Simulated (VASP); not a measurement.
Wanted: the native input for a VASP 6.6.1 run.

```yaml
Task: relaxation of cell and atoms
Functional: PBEsol
Potentials_or_basis: VASP PAW PBE potentials, release 64 (Sn_d)
Cutoff: 480 eV
k_mesh: 16 × 16 × 16
Occupations: gaussian, width 0.1 eV
Spin: no spin polarisation
Further_INCAR_settings: ALGO = Normal; EDIFF = 1e-07; IBRION = 2; EDIFFG = -0.005; NSW = 90; ISIF = 3
```

The structure of Sn lies in POSCAR:

```
Sn
1.0
   -2.9161500000      2.9161500000      1.5911500000
    2.9161500000     -2.9161500000      1.5911500000
    2.9161500000      2.9161500000     -1.5911500000
Sn
2
Direct
    0.0000000000      0.0000000000      0.0000000000
    0.7500000000      0.2500000000      0.5000000000
```

These files were run (other wordings do the same):

INCAR

```
SYSTEM = Sn
PREC = Accurate ; ENCUT = 480
EDIFF = 1E-7 ; ISMEAR = 0
SIGMA = 0.1 ; LREAL = .False.
LASPH = .True. ; NELM = 60
ALGO = Normal ; ISIF = 3
LWAVE = .False. ; LCHARG = .False.
GGA = PS ; IBRION = 2
NSW = 90 ; EDIFFG = -0.005
```

KPOINTS

```
Automatic mesh
0
Gamma
  16 16 16
  0 0 0
```

Potentials or basis: VASP PAW PBE potentials, release 64 (Sn_d).

Launch:

```console
$ cat potpaw_PBE.64/Sn_d/POTCAR > POTCAR
$ mpirun -np 1 vasp_std > vasp.out
```

It gave:

```
Relaxed volume                         : 26.85 Å³/atom
Relaxed cell                           : a = 4.419 Å, b = 4.419 Å, c = 4.419 Å, α = 97.30°, β = 97.30°, γ = 138.23°
Space group after relaxing (to 0.05 Å) : I4_1/amd (No. 141)
Energy gained by relaxing              : 0.8 meV/atom
Ionic steps                            : 5
Pressure after relaxing                : 0.0 GPa
Band gap on the k mesh                 : none (metal or under the smearing width)
```

Caveat: the PAW data sets were made with another functional, which shifts forces and pressure a little.

Run time: 4.3 min on 1 thread of Intel(R) Xeon(R) 6975P-C (Granite Rapids), on a shared host, peak memory 0.37 GiB.
